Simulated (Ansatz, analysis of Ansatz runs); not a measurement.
## TiO2 (P4_2/mnm): a line between two Ti sites for an added electron

Aim: the energy barrier that a trapped electron meets when it moves from one Ti atom to another one nearby in TiO2 (P4_2/mnm). The model is a cell of 96 host atoms.

Main program and level: Ansatz 0.2.0; plane-wave PAW DFT, PBEsol+U; relaxation of all atoms of a supercell at fixed charge in a uniform background; PAW set soft_1.

## Step 1: Set-up

The cell holds 96 atoms: 32 Ti and 64 O. Cell: a = 10.904 Å, b = 10.904 Å, c = 12.987 Å, α = 53.4°, β = 53.4°, γ = 73.1°. It derives from TiO2 (space group P4_2/mnm). Nearest the centre at fractional (0.438, 0.688, 0.438): O81 at 0.82 Å, Ti28 at 1.78 Å, Ti85 at 1.78 Å, O44 at 2.19 Å, O30 at 2.19 Å, O22 at 2.23 Å, O89 at 2.66 Å, O79 at 2.66 Å.

Hubbard terms: Ti d 5.0 eV. They were chosen, not fitted, to curb self-interaction in the shells named, the trial site's among them. The two sites are Ti85 and Ti28. The cell's shortest repeat is 10.9 Å.

## Step 2: The cell without the carrier

The neutral cell is relaxed first, from small random displacements, so that bond lengths and moments with the carrier can be set beside those of a relaxed cell without it.

Contents of neutral.relax/input.yaml:

```yaml
crystal:
  lattice:
    - [0.0, 9.18332862, 5.87840906]
    - [9.18332862, 0.0, 5.87840906]
    - [9.18332862, 9.18332862, 0.0]
  atoms:
    - { symbol: Ti, position: [0.0, 0.0, 0.0] }
    - { symbol: Ti, position: [0.25, 0.25, 0.25] }
[... 1 atom line left out ...]
    - { symbol: Ti, position: [0.375, 0.375, 0.375] }
[... 6 atom lines left out ...]
    - { symbol: O, position: [0.222776, 0.027224, 0.375] }
[... 2 atom lines left out ...]
    - { symbol: Ti, position: [0.25, 0.25, 0.75] }
[... 1 atom line left out ...]
    - { symbol: Ti, position: [0.375, 0.375, 0.875] }
[... 1 atom line left out ...]
    - { symbol: O, position: [0.25, 0.25, 0.902224] }
[... 1 atom line left out ...]
    - { symbol: O, position: [0.25, 0.25, 0.597776] }
[... 1 atom line left out ...]
    - { symbol: O, position: [0.277224, 0.472776, 0.625] }
[... 1 atom line left out ...]
    - { symbol: O, position: [0.472776, 0.277224, 0.625] }
[... 1 atom line left out ...]
    - { symbol: Ti, position: [0.25, 0.75, 0.25] }
[... 1 atom line left out ...]
    - { symbol: Ti, position: [0.375, 0.875, 0.375] }
[... 1 atom line left out ...]
    - { symbol: O, position: [0.25, 0.75, 0.402224] }
[... 2 atom lines left out ...]
    - { symbol: O, position: [0.027224, 0.722776, 0.375] }
    - { symbol: O, position: [0.277224, 0.972776, 0.125] }
    - { symbol: O, position: [0.222776, 0.527224, 0.375] }
    - { symbol: O, position: [0.472776, 0.777224, 0.125] }
[... 1 atom line left out ...]
    - { symbol: Ti, position: [0.25, 0.75, 0.75] }
    - { symbol: Ti, position: [0.125, 0.625, 0.625] }
[... 1 atom line left out ...]
    - { symbol: O, position: [0.0, 0.5, 0.652224] }
[... 1 atom line left out ...]
    - { symbol: O, position: [0.0, 0.5, 0.847776] }
    - { symbol: O, position: [0.25, 0.75, 0.597776] }
    - { symbol: O, position: [0.027224, 0.722776, 0.875] }
    - { symbol: O, position: [0.277224, 0.972776, 0.625] }
    - { symbol: O, position: [0.222776, 0.527224, 0.875] }
    - { symbol: O, position: [0.472776, 0.777224, 0.625] }
    - { symbol: Ti, position: [0.5, 0.0, 0.0] }
[... 1 atom line left out ...]
    - { symbol: Ti, position: [0.625, 0.125, 0.125] }
[... 1 atom line left out ...]
    - { symbol: O, position: [0.5, 0.0, 0.152224] }
[... 1 atom line left out ...]
    - { symbol: O, position: [0.5, 0.0, 0.347776] }
[... 5 atom lines left out ...]
    - { symbol: Ti, position: [0.5, 0.0, 0.5] }
[... 8 atom lines left out ...]
    - { symbol: O, position: [0.777224, 0.472776, 0.625] }
[... 3 atom lines left out ...]
    - { symbol: Ti, position: [0.75, 0.75, 0.25] }
    - { symbol: Ti, position: [0.625, 0.625, 0.125] }
[... 1 atom line left out ...]
    - { symbol: O, position: [0.5, 0.5, 0.152224] }
    - { symbol: O, position: [0.75, 0.75, 0.402224] }
    - { symbol: O, position: [0.5, 0.5, 0.347776] }
    - { symbol: O, position: [0.75, 0.75, 0.097776] }
    - { symbol: O, position: [0.527224, 0.722776, 0.375] }
    - { symbol: O, position: [0.777224, 0.972776, 0.125] }
    - { symbol: O, position: [0.722776, 0.527224, 0.375] }
    - { symbol: O, position: [0.972776, 0.777224, 0.125] }
    - { symbol: Ti, position: [0.5, 0.5, 0.5] }
[... 1 atom line left out ...]
    - { symbol: Ti, position: [0.625, 0.625, 0.625] }
[... 1 atom line left out ...]
    - { symbol: O, position: [0.5, 0.5, 0.652224] }
[... 1 atom line left out ...]
    - { symbol: O, position: [0.5, 0.5, 0.847776] }
[... 4 atom lines left out ...]
    - { symbol: O, position: [0.972776, 0.777224, 0.625] }
basis:
  ecutwfc: 420
  xc_grid: 2
hamiltonian:
  xc: pbesol
  hubbard:
    sites: [{ species: Ti, l: d, u_eff: 5.0 }]
    projectors: ortho-atomic
  pseudopotentials: { kind: paw, azcp: { folder: soft_1 }, xc_functional: pbe }
kpoints:
  mp_grid: { grid: [1, 1, 1] }
scf:
  occupations: { method: fermi_dirac, width: 0.01 }
  max_iter: 120
  lower_state_search: "off"
output:
  forces: true
relax:
  f_tol: 0.02
  max_steps: 70
  random_displacement: { amplitude: 0.04, seed: 7356 }
checkpoint:
  write: "../neutral.relax.run"
  compress: false
  write_wavefunctions: true
  write_every: 100000
```

Command:

```bash
$ ansatz run input.yaml --threads 32 --pin off --max-ram 84787MiB --backend cuda --events-out ev --progress --plain --runs-dir out --max-vram 78GiB
```

Numbers of over 12 decimals in the logs are rounded to 6 here.

Output:

```text
[... repeated set-up lines and file paths are left out, and long positions are rounded to six places ...]
Engine: ansatz 0.2.0, aarch64-unknown-linux-gnu
Pseudopotentials: kind: paw
Pseudopotential: Ti, paw, valence charge 12, recommended cutoff 420 eV (normal), soft_1/Ti.paw.azcp
Pseudopotential: O, paw, valence charge 6, recommended cutoff 420 eV (normal), soft_1/O.paw.azcp
Functional definition: PBEsol
  exchange = pbesol_x
  correlation = pbesol_c
[...]
Crystal: 96 atoms, lattice volume = 991.494 Å³
Basis set: ecut = 420 eV, 19359 PW (Γ), exchange–correlation on 150×150×180 points (8 copies of the dense FFT grid, shifted against one another)
Bands: 480, of which v1, the nominal top of the filled ones, is band 384 counted from 1 (383 counted from 0)
Symmetry: 1 space group operations
k-points: 1
Non-local potential: Ti, projectors of the file, l = 0: 3, l = 1: 2, l = 2: 3, l = 3: 1
Non-local potential: O, projectors of the file, l = 0: 2, l = 1: 2, l = 2: 1
PAW form: soft (Blöchl's): semilocal exchange-correlation on the pseudo side does not see the compensation charge
PAW frozen core: Ti, regenerated for the run's functional, and the local potential with it (the file was generated under x = pbe(κ = 0.804, μ = 0.219515), c = pbe(β = 0.066725))
PAW frozen core: O, regenerated for the run's functional, and the local potential with it (the file was generated under x = pbe(κ = 0.804, μ = 0.219515), c = pbe(β = 0.066725))
PAW one-centre angular grid: Ti, 590 points (default); XC on 64 Gauss nodes
PAW one-centre angular grid: O, 110 points (default); XC on 64 Gauss nodes
[...]
NSCF: frozen V_eff on 1 k-points
[...]
SCF converged after 7 iterations
Free energy (F): -115061.190458 eV
Harris-Foulkes:  -115061.190458 eV  (|F-HF|=3.23e-9)
Internal energy: -115061.190458 eV  (E = F + TS)
E sigma→0 (E₀):  -115061.190458 eV
Fermi energy:    10.702894 eV
--- Per-component energies (eV) ---
  E_band       = -6305.889159
  E_kinetic    = 19686.418889
  E_local      = -50739.098607  (includes V_loc(G=0)·N_el)
  E_nonlocal   = 5185.382231
  E_hartree    = 19065.584474
  E_xc         = -8250.664244
  E_vxc        = -10495.893321  (∫ρ·V_xc dr)
  E_hubbard    = 125.059264  (on-site DFT+U / exact-exchange correction)
  E_vhub       = 86.653911  (the Hubbard potential's part of the band-sum identity)
  E_paw        = -42495.277612  (= ΣΔE_a)
  E_vpaw       = -8160.567214  (= ΣTr[D̂ρ^β])
  E_aug_tail   = 0.047218  (compensation charges beyond the density's cutoff)
  E_ewald      = -57645.360802
  E_core_change = 6.718731  (= ΣΔE_core)
  E_smearing   = -0.000000  (= −TS)
  E_closure    = 0.000000  (closes the sum)
  Σ components = -115061.190458   (vs F -115061.190458, Δ=0.00e0)
--- Forces (eV/Å), atoms counted from 1 ---
  atom   1  Ti    -0.00018445    -0.00016926     0.00084862
  atom   2  Ti    -0.00041603     0.00022167     0.00030944
  [... 4 atoms left out ...]
  [... 90 more lines of this table ...]
  max |Σ_I F_I| component: 3.06e-5 eV/Å
--- Band table (eV) ---
  k-point 0: bands = ["-48.4581", "-48.4476", "-48.4476", "-48.4476", "-48.4476", "-48.4417", "-48.4417", "-48.4374", "-48.4309", [... rest cut ...]
Occupation matrices written to <dir>
--- Relaxed structure (5 steps of the walk, 5 accepted, 0 SCFs on fresh bases) ---
  F+E_penalty+E_count = -115061.19045784 eV   max|allowed force component| = 1.459e-3 eV/Å
  atoms:
    - { symbol: Ti, position: [-0.000309, -0.000324, 0.000358] }
    - { symbol: Ti, position: [0.249672, 0.249683, 0.250361] }
    [... 4 atoms left out ...]
  [... 90 more lines of this table ...]
```

It took 5 s on 1 × NVIDIA GB200 with 32 threads of Arm Neoverse V2, shared host; peak memory 1.3 GiB; 23 s of CPU time.

The largest displacement from an ideal site is 0.002 Å.

## Step 3: The electron on the first site

The nearest neighbour or neighbours of the site start displaced and the site's starting moment is changed by the carrier's spin, since a carrier doesn't trap itself in the undistorted lattice.

Contents of A.relax/input.yaml:

```yaml
crystal:
  lattice:
    - [0.0, 9.18332862, 5.87840906]
    - [9.18332862, 0.0, 5.87840906]
    - [9.18332862, 9.18332862, 0.0]
  atoms:
    - { symbol: Ti, position: [-0.000309, -0.000324, 0.000358] }
    - { symbol: Ti, position: [0.249672, 0.249683, 0.250361] }
[... 1 atom line left out ...]
    - { symbol: Ti, position: [0.374695, 0.374671, 0.375348] }
[... 6 atom lines left out ...]
    - { symbol: O, position: [0.222308, 0.027058, 0.37536] }
[... 2 atom lines left out ...]
    - { symbol: Ti, position: [0.249675, 0.249696, 0.750339] }
[... 1 atom line left out ...]
    - { symbol: Ti, position: [0.374679, 0.374671, 0.875361] }
[... 1 atom line left out ...]
    - { symbol: O, position: [0.249675, 0.249687, 0.902724] }
[... 1 atom line left out ...]
    - { symbol: O, position: [0.249692, 0.249689, 0.597967] }
[... 1 atom line left out ...]
    - { symbol: O, position: [0.265581, 0.470865, 0.631797] }
[... 1 atom line left out ...]
    - { symbol: O, position: [0.470849, 0.265591, 0.631812] }
[... 1 atom line left out ...]
    - { symbol: Ti, position: [0.249682, 0.749677, 0.250345] }
[... 1 atom line left out ...]
    - { symbol: Ti, position: [0.374678, 0.874694, 0.375352] }
[... 1 atom line left out ...]
    - { symbol: O, position: [0.24967, 0.749703, 0.402717] }
[... 2 atom lines left out ...]
    - { symbol: O, position: [0.027058, 0.722304, 0.375347] }
    - { symbol: O, position: [0.277066, 0.972311, 0.125336] }
    - { symbol: O, position: [0.222313, 0.52706, 0.375349] }
    - { symbol: O, position: [0.472311, 0.777051, 0.125358] }
[... 1 atom line left out ...]
    - { symbol: Ti, position: [0.249679, 0.749682, 0.750337] }
    - { symbol: Ti, position: [0.124666, 0.624704, 0.625322] }
[... 1 atom line left out ...]
    - { symbol: O, position: [-0.000323, 0.499689, 0.65272] }
[... 1 atom line left out ...]
    - { symbol: O, position: [-0.000304, 0.49968, 0.847966] }
    - { symbol: O, position: [0.249687, 0.749678, 0.597973] }
    - { symbol: O, position: [0.027053, 0.722313, 0.875343] }
    - { symbol: O, position: [0.277059, 0.972311, 0.625347] }
    - { symbol: O, position: [0.22231, 0.527059, 0.875357] }
    - { symbol: O, position: [0.472306, 0.777051, 0.625356] }
    - { symbol: Ti, position: [0.499692, -0.000328, 0.000359] }
[... 1 atom line left out ...]
    - { symbol: Ti, position: [0.624699, 0.124668, 0.125354] }
[... 1 atom line left out ...]
    - { symbol: O, position: [0.499684, -0.00031, 0.152721] }
[... 1 atom line left out ...]
    - { symbol: O, position: [0.499687, -0.000325, 0.34798] }
[... 2 atom lines left out ...]
    - { symbol: O, position: [0.777061, 0.472309, 0.125342] }
[... 2 atom lines left out ...]
    - { symbol: Ti, position: [0.499679, -0.000315, 0.500365] }
[... 12 atom lines left out ...]
    - { symbol: Ti, position: [0.749689, 0.749684, 0.250347] }
    - { symbol: Ti, position: [0.624686, 0.624678, 0.125352] }
[... 1 atom line left out ...]
    - { symbol: O, position: [0.499673, 0.499695, 0.152722] }
    - { symbol: O, position: [0.749681, 0.749687, 0.402722] }
    - { symbol: O, position: [0.499683, 0.49968, 0.340244] }
    - { symbol: O, position: [0.749681, 0.74969, 0.097972] }
    - { symbol: O, position: [0.52851, 0.733787, 0.368884] }
    - { symbol: O, position: [0.777067, 0.972321, 0.125331] }
    - { symbol: O, position: [0.733783, 0.528522, 0.368878] }
    - { symbol: O, position: [0.972303, 0.777054, 0.125357] }
    - { symbol: Ti, position: [0.499669, 0.499699, 0.500346], spin: 1.0 }
[... 1 atom line left out ...]
    - { symbol: Ti, position: [0.624668, 0.624688, 0.625349] }
[... 1 atom line left out ...]
    - { symbol: O, position: [0.499682, 0.499681, 0.660455] }
[... 1 atom line left out ...]
    - { symbol: O, position: [0.499701, 0.49966, 0.847978] }
[... 4 atom lines left out ...]
    - { symbol: O, position: [0.972291, 0.777058, 0.625369] }
total_charge: -1
basis:
  ecutwfc: 420
  xc_grid: 2
hamiltonian:
  xc: pbesol
  hubbard:
    sites: [{ species: Ti, l: d, u_eff: 5.0 }]
    projectors: ortho-atomic
  pseudopotentials: { kind: paw, azcp: { folder: soft_1 }, xc_functional: pbe }
kpoints:
  mp_grid: { grid: [1, 1, 1] }
magnetization:
  spin_polarized: true
  initial_magnetization: 1
  spin_locking: { lock_magnetization: hard }
scf:
  occupations: { method: fermi_dirac, width: 0.01 }
  max_iter: 120
  lower_state_search: "off"
output:
  forces: true
relax:
  f_tol: 0.015
  max_steps: 70
  escape_saddle: false
checkpoint:
  write: "../A.relax.run"
  compress: false
  write_wavefunctions: true
  write_every: 100000
```

Output:

```text
[...]
Warning: at least one further symmetry operation maps every atom of the structure, as the run holds it, onto an atom to within 3.94e-5 (fractional), and is not used: no operation is sought that the atoms, as the run holds them, miss by more than 2.00e-5, [...]
[...]
Crystal: 96 atoms, lattice volume = 991.494 Å³
Basis set: ecut = 420 eV, 19359 PW (Γ), exchange–correlation on 150×150×180 points (8 copies of the dense FFT grid, shifted against one another)
Bands: 481, of which v1, the nominal top of the filled ones, is band 385 counted from 1 (384 counted from 0)
Symmetry: 1 space group operations
[...]
k-points: 1
[...]
Starting moments: Σ|m| = 1 μB on 1 of 96 sites
[...]
SCF iter   1: F=—  HF=-115058.922354 eV  |Δ(HF+E_count)|=         —  Δρ=4.74e-2 (↑4.74e-2 ↓4.74e-2)  dr2=9.22e1  dr2_m=1.79e-1  M=1.000 μB ∫|m|=1.293 μB  Hψ=3060
[...]
spin=Collinear: Resta preconditioning applied to the charge; magnetization (m = ρ↑ − ρ↓) channel mixes plain (no charge-response kernel on spin).
SCF iter   2: F=—  HF=-115047.829789 eV  |Δ(HF+E_count)|=    1.11e1  Δρ=2.33e-2 (↑2.33e-2 ↓2.30e-2)  dr2=1.81e1  dr2_m=9.85e-2  M=1.000 μB ∫|m|=1.296 μB  Hψ=1635
[...]
SCF iter  10: F=-115049.701108 eV  HF=-115049.701110 eV  |Δ(HF+E_count)|=   8.82e-7  Δρ=1.04e-5 (↑1.04e-5 ↓9.76e-6)  dr2=3.15e-6  dr2_m=2.36e-8  M=1.000 μB ∫|m|=1.170 μB  Hψ=2366
SCF 1 converged in 10 iterations: F = -115049.701108 eV  dr2 = 3.15e-6
[...]
relax step   1: F+E_penalty+E_count = -115049.70110849 eV  Δ(F+E_penalty+E_count) = +0.000e0 eV  max|allowed force component| = 1.126e0 eV/Å  Δτ_max = 0.0000 Å  (10 SCF iters, dr2 threshold 5.63e-6 eV, accepted)
[...]
relax step   2: F+E_penalty+E_count = -115049.87952012 eV  Δ(F+E_penalty+E_count) = -1.784e-1 eV  max|allowed force component| = 5.247e-1 eV/Å  Δτ_max = 0.0415 Å  (5 SCF iters, dr2 threshold 7.93e-5 eV, accepted)
relax step   3: F+E_penalty+E_count = -115049.90899355 eV  Δ(F+E_penalty+E_count) = -2.947e-2 eV  max|allowed force component| = 4.365e-1 eV/Å  Δτ_max = 0.0461 Å  (6 SCF iters, dr2 threshold 1.72e-5 eV, accepted)
relax step   4: F+E_penalty+E_count = -115049.92879034 eV  Δ(F+E_penalty+E_count) = -1.980e-2 eV  max|allowed force component| = 5.007e-2 eV/Å  Δτ_max = 0.0146 Å  (5 SCF iters, dr2 threshold 4.14e-5 eV, accepted)
relax step   5: F+E_penalty+E_count = -115049.92952780 eV  Δ(F+E_penalty+E_count) = -7.375e-4 eV  max|allowed force component| = 3.198e-2 eV/Å  Δτ_max = 0.0014 Å  (6 SCF iters, accepted)
relax step   6: F+E_penalty+E_count = -115049.92980778 eV  Δ(F+E_penalty+E_count) = -2.800e-4 eV  max|allowed force component| = 1.906e-2 eV/Å  Δτ_max = 0.0041 Å  (9 SCF iters, accepted)
[...]
SCF iter   1: F=—  HF=-115049.925367 eV  |Δ(HF+E_count)|=         —  Δρ=5.97e-5 (↑5.97e-5 ↓5.95e-5)  dr2=8.50e-5  dr2_m=6.81e-8  M=1.000 μB ∫|m|=1.170 μB  Hψ=2234
[...]
SCF iter   2: F=—  HF=-115049.930024 eV  |Δ(HF+E_count)|=   4.66e-3  Δρ=4.03e-5 (↑4.03e-5 ↓4.02e-5)  dr2=3.87e-5  dr2_m=4.01e-8  M=1.000 μB ∫|m|=1.170 μB  Hψ=1252
[...]
SCF iter   5: F=-115049.930019 eV  HF=-115049.930019 eV  |Δ(HF+E_count)|=   5.61e-8  Δρ=1.61e-6 (↑1.61e-6 ↓1.49e-6)  dr2=8.23e-8  dr2_m=9.36e-10  M=1.000 μB ∫|m|=1.170 μB  Hψ=2810
SCF 7 converged in 5 iterations: F = -115049.930019 eV  dr2 = 8.23e-8
relax step   7: F+E_penalty+E_count = -115049.93001909 eV  Δ(F+E_penalty+E_count) = -2.113e-4 eV  max|allowed force component| = 9.618e-3 eV/Å  Δτ_max = 0.0023 Å  (5 SCF iters, accepted)
[...]
NSCF: frozen V_eff on 1 k-points
[...]
SCF converged after 5 iterations
Magnetization: 1.0000 μB (385.0000 up, 384.0000 down)
Absolute magnetization: 1.1660 μB (∫|ρ↑−ρ↓|, with the PAW one-centre terms)
[...]
Per-site moments (μB) at R_I (Å): [(0.00323007, 0.798079), (0.00102919, 0.796996), (1.5345685373818672e-5, 0.796538), [... 6 left out ...]
Free energy (F): -115049.930019 eV
[...]
Internal energy: -115049.930019 eV  (E = F + TS)
E sigma→0 (E₀):  -115049.930019 eV
Fermi energy:    10.966933 (↑ 10.970980, ↓ 10.704730) eV
[...]
--- Forces (eV/Å), atoms counted from 1 ---
  atom   1  Ti    -0.00001148    -0.00021713    -0.00004846
  atom   2  Ti    -0.00006373    -0.00003645     0.00961799
  [... 4 atoms left out ...]
  [... 90 more lines of this table ...]
  max |Σ_I F_I| component: 5.27e-6 eV/Å
--- Band table (eV) ---
[...]
Occupation matrices written to <dir>
--- Relaxed structure (7 steps of the walk, 7 accepted, 0 SCFs on fresh bases) ---
  F+E_penalty+E_count = -115049.93001909 eV   max|allowed force component| = 9.618e-3 eV/Å
  atoms:
    - { symbol: Ti, position: [-0.000311, -0.000323, 0.000352] }
    - { symbol: Ti, position: [0.249102, 0.249097, 0.250934] }
    [... 4 atoms left out ...]
  [... 90 more lines of this table ...]
```

It took 9.2 s on 1 × NVIDIA GB200 with 32 threads; peak memory 1.7 GiB; 40 s of CPU time.

The steps of the relaxation:

```csv
step,energy less that of the first step (eV),largest force component (eV/Å)
1,0.0000,1.1262
2,-0.1784,0.5247
3,-0.2079,0.4365
4,-0.2277,0.0501
5,-0.2284,0.0320
6,-0.2287,0.0191
7,-0.2289,0.0096
```

The atoms that moved most (Å):

```csv
atom,dx,dy,dz,length
O79,0.053,0.052,0.000,0.074
O89,-0.053,-0.052,0.000,0.074
O55,0.022,-0.013,0.011,0.028
O29,-0.022,0.013,0.011,0.028
O43,0.022,-0.013,-0.011,0.028
O65,-0.022,0.013,-0.011,0.028
O67,-0.013,0.022,-0.011,0.027
O41,0.013,-0.021,-0.011,0.027
```

The moves above count from the input, in which the site's nearest neighbours were already displaced; the distances below compare with the cell without the carrier.

Distances from Ti85 without and with the electron:

```csv
atom,without (Å),with (Å)
O81,1.94,2.04
O22,1.94,2.04
O24,1.94,2.04
O83,1.94,2.04
O89,1.98,2.01
O79,1.98,2.01
```

The largest changes of the moments are 0.67 μB on Ti85, 0.01 μB on Ti14 and 0.01 μB on Ti74. The largest part sits on the chosen site.

(Part 1 of 2 ends here.)

[Logs are printed without paths, hosts, clocks, repeated set-up lines and the standing remarks that a program may print on its own settings, such as how far it seeks lower states.]

[Hosts, paths, dates, database ids (printed as entryN), source tags and the programs' standing remarks are cut or masked in the printed files.]
